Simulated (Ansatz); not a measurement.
**Ansatz 0.2.0, relaxation: ZrO$_{2}$**

Launch command:

```bash
ansatz run input.yaml --threads 2 --pin off --max-ram 2560MiB --backend cpu --events-out ev --progress --plain --runs-dir out
```

Input:

```yaml
crystal:
  lattice:
    - [3.62486244, 0.0, 0.0]
    - [0.0, 3.62486244, 0.0]
    - [0.0, 0.0, 5.21840684]
  atoms:
    - { symbol: Zr, position: [0.0, 0.0, 0.0] }
    - { symbol: Zr, position: [0.5, 0.5, 0.5] }
    - { symbol: O, position: [0.0, 0.5, 0.203] }
    - { symbol: O, position: [0.0, 0.5, 0.703] }
    - { symbol: O, position: [0.5, 0.0, 0.297] }
    - { symbol: O, position: [0.5, 0.0, 0.797] }
  symmetry: { tolerance: 0.0003 }
kpoints:
  mp_grid: { grid: [6, 6, 4], shift: [0, 0, 0] }
magnetization:
  noncollinear: true
  spin_orbit: true
scf:
  occupations: { method: fermi_dirac, width: 0.0155 }
  lower_state_search: "off"
hamiltonian:
  pseudopotentials: { kind: paw_fr }
  xc: pbe
basis:
  ecutwfc: 420
  fft_grid_basis: typed
relax:
  max_steps: 40
  cell: { p_target: 0.0 }
output:
  forces: true
  stress: true
  eigenvalues: true
  bader: true
  populations: true
  elf: true
  write_potential: true
  volumetric_format: npy
  dos:
    e_range: [-12, 8]
    de: 0.05
    projected: { site_lists: { O: [O], Zr: [Zr] } }
    method: { smearing: { sigma: 0.1, scheme: gaussian } }
checkpoint:
  read: saved_state
```

Origin of the cell: a database entry, scaled a little.

The saved state is a converged single point of the same cell.

Steps («new basis» is an SCF on plane waves selected anew at the same cell):

| step | ΔF (meV/atom) | max force component (eV/Å) | P (GPa) | volume (Å³) | SCF iterations | step was |
| --- | --- | --- | --- | --- | --- | --- |
| 1 | 0.0 | 0.150 | -0.46 | 68.57 | 6 | accepted |
| 2 | -1.0 | 0.145 | -0.13 | 68.65 | 5 | accepted |
| 3 | -2.3 | 0.073 | 0.57 | 68.73 | 5 | accepted |
| 4 | -2.1 | 0.002 | -0.79 | 69.60 | 6 | accepted |
| 5 | -2.6 | 0.001 | 0.10 | 69.16 | 5 | accepted |
| 6 | -2.6 | 0.000 | 0.00 | 69.21 | 4 | accepted |
| 7 | -3.2 | 0.001 | 0.10 | 69.21 | 6 | new basis |
| 8 | -3.2 | 0.000 | 0.00 | 69.26 | 4 | accepted |
| 9 | -3.2 | 0.000 | 0.01 | 69.26 | 6 | new basis |

The starting structure.

Space group P4_2/nmc (No. 137); the run's cell has a = 3.625 Å, b = 3.625 Å, c = 5.218 Å, α = 90.00°, β = 90.00°, γ = 90.00°. Shortest distances: O–Zr 2.10 Å, O–O 2.61 Å.

The relaxed structure.

Space group P4_2/nmc (No. 137); the run's cell has a = 3.621 Å, b = 3.621 Å, c = 5.283 Å, α = 90.00°, β = 90.00°, γ = 90.00°. Shortest distances: O–Zr 2.08 Å, O–O 2.63 Å.

```yaml
crystal:
  lattice:
    - [3.62099, 0.00000, 0.00000]
    - [0.00000, 3.62099, 0.00000]
    - [0.00000, 0.00000, 5.28265]
  atoms:
    - { symbol: Zr, position: [0.00000, 0.00000, 0.00000] }
    - { symbol: Zr, position: [0.50000, 0.50000, 0.50000] }
    - { symbol: O, position: [0.00000, 0.50000, 0.19278] }
    - { symbol: O, position: [0.00000, 0.50000, 0.69278] }
    - { symbol: O, position: [0.50000, 0.00000, 0.30722] }
    - { symbol: O, position: [0.50000, 0.00000, 0.80722] }
```

- Free energy lowered by: 3.2 meV/atom
- Volume change: 1.01 %
- Final pressure: 0.01 GPa
- Relaxation steps listed: 9
- Formation energy (elements under the same functional, gases as molecules, uncorrected): -3.384 eV/atom

Caveats: the relaxation held the start's symmetry, so the end may be a saddle point.

It ran for 4.3 min on 2 threads of Arm Neoverse N1 (shared host), peak memory 0.66 GiB, from a saved density.
